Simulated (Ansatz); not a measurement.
Crystal: PbS.

```
Pb S
1.0
     2.11266    1.21975    3.45192
    -2.11266    1.21975    3.45192
     0.00000   -2.43949    3.45192
Pb S
1 1
Cartesian
  0.0000 0.0000 10.1545
  0.0000 0.0000 4.9193
```

The cell is a database's computed one.

Base run:

```yaml
Program: Ansatz 0.2.0
Functional: PBE
Potentials_or_basis: all-electron PAW datasets made for the crystal
Cutoff: 260 eV (chosen from the basis error)
k_mesh: 6 × 6 × 6
Occupations: fermi-dirac, width 0.05 eV
Spin: no spin polarisation
```

Its results: band gap on the k mesh 0.45 eV, direct; pressure 0.9 GPa.

**Question.** The run is repeated on the same cell with these changes: functional from PBE to HSE06; cutoff from 260 eV (chosen from the basis error) to 290 eV (chosen from the basis error). What comes out?

**Answer.** Band gap on the k mesh 0.89 eV, direct; pressure -0.2 GPa.

HSE06 gives the wider gap, since exact exchange removes part of the self-interaction.

Caveats: spin-orbit coupling is left out, which as a rule narrows the gap of such compounds by several tenths of an eV.

A k mesh can miss the band edges.
